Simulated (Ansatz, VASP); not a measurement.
## TiB2 in VASP and in Ansatz

File INCAR:

```
SYSTEM = TiB2
  ALGO = Normal
  EDIFF = 1E-7
  ENCUT = 520
  GGA = PS
  ISIF = 2
  ISMEAR = -1
  LASPH = .True.
  LCHARG = .False.
  LREAL = .False.
  LWAVE = .False.
  NBANDS = 16
  NELM = 60
  PREC = Accurate
  SIGMA = 0.05
```

Contents of KPOINTS:

```
k-points
0
Gamma
  10 10 8
  0 0 0
```

POSCAR

```
TiB2
1.0
    3.0886111617      0.0000000000      0.0000000000
   -1.5443055808      2.6748157284      0.0000000000
    0.0000000000      0.0000000000      3.2917180359
Ti B
1 2
Direct
    0.0000000000      0.0000000000      0.0000000000
    0.6666666667      0.3333333333      0.5000000000
    0.3333333333      0.6666666667      0.5000000000
```

File input.yaml:

```yaml
crystal:
  lattice:
    - [3.0886111617, 0.0, 0.0]
    - [-1.5443055808, 2.6748157284, 0.0]
    - [0.0, 0.0, 3.2917180359]
  atoms:
    - { symbol: Ti, position: [0.0, 0.0, 0.0] }
    - { symbol: B, position: [0.6666666667, 0.3333333333, 0.5] }
    - { symbol: B, position: [0.3333333333, 0.6666666667, 0.5] }
hamiltonian:
  xc: pbesol
  pseudopotentials: { kind: paw }
kpoints:
  mp_grid: { grid: [10, 10, 8] }
scf:
  occupations: { method: fermi_dirac, width: 0.05 }
output:
  forces: true
  stress: true
  eigenvalues: true
```

Change from the starting cell: volume scaled by 1.06.

Alike in both runs: task single point; functional PBEsol; k mesh 10 × 10 × 8; occupations fermi-dirac, width 0.05 eV; no spin polarisation.

```csv
,VASP,Ansatz
version,VASP 6.6.1,Ansatz 0.2.0
potentials or method,"VASP PAW PBE potentials, release 64 (Ti_sv, B)",Ansatz PAW
plane-wave cutoff (eV),520,420
valence electrons in the cell,18,18
```

VASP gave:

- gap on the k mesh at the Fermi level (eV): none
- pressure (GPa): -17.6
- largest component of the traceless stress (GPa): 0.54

Question: Which values does Ansatz return?

Answer: gap on the k mesh at the Fermi level (eV): none; pressure (GPa): -17.9; largest component of the traceless stress (GPa): 0.60.

A gap of «none» marks a metal or a gap that the smearing closes.

Caveats: the PAW data sets were made with another functional, which shifts forces and pressure a little (VASP); the PAW data sets come from PBE, with cores solved anew for the run's functional, which leaves a small shift of forces and pressure (Ansatz).
